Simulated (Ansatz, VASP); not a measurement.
# One calculation of KF, two programs

```
CELL_PARAMETERS angstrom
3.28054 0.00000 0.00000
0.00000 3.28054 0.00000
0.00000 0.00000 3.28054
ATOMIC_POSITIONS crystal
K 0.00000 0.00000 0.00000
F 0.50000 0.50000 0.50000
```

Change from the starting cell: volume scaled by 1.02.

Alike in both runs: task single point; functional PBE; k mesh 8 × 8 × 8; occupations fermi-dirac, width 0.05 eV; no spin polarisation.

```csv
,VASP,Ansatz
version,VASP 6.6.1,Ansatz 0.2.0
potentials or method,"VASP PAW PBE potentials, release 64 (K_sv, F), cutoff 520 eV","all-electron LAPW, scalar-relativistic"
```

Ansatz gave:

```
gap on the k mesh at the Fermi level (eV) : 6.13
least direct gap on the mesh (eV)         : 6.19
pressure (GPa)                            : -0.6
```

Q: Which values does VASP return?

A: gap on the k mesh at the Fermi level (eV): 6.12; least direct gap on the mesh (eV): 6.18; pressure (GPa): -0.6.

Ansatz ran all-electron here, so the differences hold the error of VASP's frozen core and of both bases.

A k mesh can miss the band edges.
